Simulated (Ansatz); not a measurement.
**TiC: frozen-core PAW against all-electron methods**

```
CELL_PARAMETERS angstrom
0.00000 2.14236 2.16400
2.14236 0.00000 2.16400
2.14236 2.14236 0.00000
ATOMIC_POSITIONS crystal
Ti 0.00000 0.00000 0.00000
C 0.50000 0.50000 0.50000
```

Atom numbers follow the list: Ti1, C2.

The cell is COD entry 9012564, as deposited and not checked against the literature; nothing was relaxed. The listed cell was then made from it by scaling, straining or moving an atom.

Methods: DFT, PBE, PAW with Ansatz's default frozen-core files, scalar-relativistic (Ansatz 0.2.0); DFT, PBE, all-electron PAW with datasets made for the crystal, scalar-relativistic (Ansatz 0.2.0); DFT, PBE, all-electron LAPW, scalar-relativistic (Ansatz 0.2.0).

For PAW: a Γ-centred 16×16×16 k mesh, Fermi–Dirac smearing of 0.03 eV, cutoff 420 eV, no spin polarisation. The crystal-made all-electron datasets (AE datasets) take a cutoff of 360 eV at this cell. LAPW targets a basis error of 1 meV/atom. The Ansatz runs share mesh, smearing and spin set-up. Plane-wave (PAW) pressures include the program's estimate of the Pulay term.

Stress and pressure are positive in compression.

The change that made this cell: x and y strained by -1 %, z held.

In a metal, gradients converge slowly with the k mesh: the values move by tens of per cent from one mesh to another, at times in sign, so only the comparison on one mesh counts.

| quantity | PAW | AE datasets | LAPW |
| --- | --- | --- | --- |
| pressure (GPa) | 6.22 | 6.20 | 6.20 |
| stress xx (GPa) | 7.58 | 7.56 | 7.56 |
| stress zz (GPa) | 3.51 | 3.49 | 3.48 |
| field gradient Vzz at Ti1 (10²¹ V/m²) | 0.85 | 0.84 | – |

PAW's pressure differs from the LAPW value by +0.02 GPa.
